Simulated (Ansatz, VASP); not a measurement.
# SiC: VASP beside Ansatz

```xyz
2
Lattice="0.0000 2.2392 2.1740 2.1740 0.0000 2.1740 2.1740 2.2392 0.0000" Properties=species:S:1:pos:R:3 pbc="T T T"
Si    0.0000    0.0000    0.0000
C     3.2610    3.3588    3.2610
```

Change from the starting cell: strain +0.0300 x Voigt [0, 1, 0, 0, 0, 0], atoms carried along.

Alike in both runs: task single point; functional r2SCAN; k mesh 12 × 12 × 12; occupations gaussian, width 0.05 eV; no spin polarisation.

```csv
,VASP,Ansatz
version,VASP 6.6.1,Ansatz 0.2.0
potentials or method,"VASP PAW PBE potentials, release 64 (Si, C)","scalar-relativistic, plane waves, PAW"
plane-wave cutoff (eV),520,500
valence electrons in the cell,8,8
```

Ansatz gave:

```
gap on the k mesh at the Fermi level (eV)       : 1.57
least direct gap on the mesh (eV)               : 4.99
pressure (GPa)                                  : -5.2
largest component of the traceless stress (GPa) : 5.80
```

Q: Estimate VASP's values.

A: gap on the k mesh at the Fermi level (eV): 1.58; least direct gap on the mesh (eV): 5.00; pressure (GPa): -5.4; largest component of the traceless stress (GPa): 5.82.

Caveats: the PAW data sets were made with another functional, which shifts forces and pressure a little (VASP). A k mesh can miss the band edges.
